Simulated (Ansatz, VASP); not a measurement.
One calculation of Pb, two programs

```xyz
2
Lattice="0.0000 3.3807 3.3807 3.3807 0.0000 3.3807 3.3807 3.3807 0.0000" Properties=species:S:1:pos:R:3 pbc="T T T"
Pb    0.0000    0.0000    0.0000
Pb    1.6904    1.6904    1.6904
```

Change from the starting cell: volume scaled by 0.95, PAW files.

Alike in both runs: task electric field gradients; functional PBE; k mesh 8 × 8 × 8; occupations fermi-dirac, width 0.05 eV; no spin polarisation.

|  | VASP | Ansatz |
| --- | --- | --- |
| version | VASP 6.6.1 | Ansatz 0.2.0 |
| potentials or method | VASP PAW PBE potentials, release 64 (Pb_d) | PAW with Ansatz's default frozen-core files, scalar-relativistic |
| plane-wave cutoff (eV) | 520 | 420 |
| valence electrons in the cell | 28 | 28 |

```tsv
	VASP	Ansatz	Ansatz less VASP
pressure (GPa)	4.4	4.4	+0.05
Vzz of the field gradient on the site that differs most (V/Å²)	0.0	0.0	0.00
```

Ansatz warned: «gradients_without_spin_orbit».

The runs have no spin-orbit coupling, so splittings on Pb are missing.
